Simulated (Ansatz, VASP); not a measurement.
# AlN in VASP and in Ansatz

```
Al N
1.0
     3.13025    0.00000    0.00000
    -1.56512    2.71087    0.00000
     0.00000    0.00000    5.01796
Al N
2 2
Cartesian
  0.0000 1.8072 -0.0039
  1.5651 0.9036 2.5051
  0.0000 1.8072 1.9107
  1.5651 0.9036 4.4197
```

Alike in both runs: task single point; functional PBE; k mesh 9 × 9 × 6; occupations gaussian, width 0.02 eV; no spin polarisation.

```csv
,VASP,Ansatz
version,VASP 6.6.1,Ansatz 0.2.0
potentials or method,"VASP PAW PBE potentials, release 64 (Al, N)","scalar-relativistic, plane waves, PAW"
plane-wave cutoff (eV),520,420
valence electrons in the cell,16,16
```

```csv
,VASP,Ansatz,Ansatz less VASP
gap on the k mesh at the Fermi level (eV),4.04,4.03,-0.009
least direct gap on the mesh (eV),4.04,4.03,-0.009
pressure (GPa),-0.3,0.0,+0.26
```
